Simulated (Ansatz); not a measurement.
Ge in Ansatz: the effect of target pressure

The system is Ge.

```xyz
2
Lattice="1.4881 -2.5947 0.0000 1.4881 2.5947 0.0000 0.0000 0.0000 4.7276" Properties=species:S:1:pos:R:3 pbc="T T T"
Ge    1.4881    0.8643    1.1819
Ge    1.4881   -0.8643    3.5457
```

This isn't the form of Ge at room conditions, which is diamond.

Alike in all runs:

| Item | Value |
| --- | --- |
| Program | Ansatz 0.2.0 |
| Task | relaxation of cell and atoms |
| Functional | PBEsol |
| Potentials or basis | all-electron LAPW, scalar-relativistic |
| Basis error allowed | 0.001 eV/atom |
| k mesh | 10 × 10 × 6 |
| Occupations | fermi-dirac, width 0.05 eV |
| Spin | no spin polarisation |

Each run relaxes the cell or the atoms first.

```tsv
target pressure	relaxed volume (Å³/atom)
0 GPa	?
5 GPa	17.39
10 GPa	16.62
20 GPa	15.45
30 GPa	14.62
```

What does the run with target pressure 0 GPa give?

Relaxed volume 18.36 Å³/atom.

Worked out: In Murnaghan's law V^(-B') rises as a straight line in P. The other rows fit best with B' = 4.0, V0 = 18.39 Å³/atom and B0 = 80 GPa, which gives 18.39 Å³/atom at 0 GPa, against the run's 18.36.

Caveats: the volume moved by over 15 % at a fixed basis, so the end points are rough (some runs).
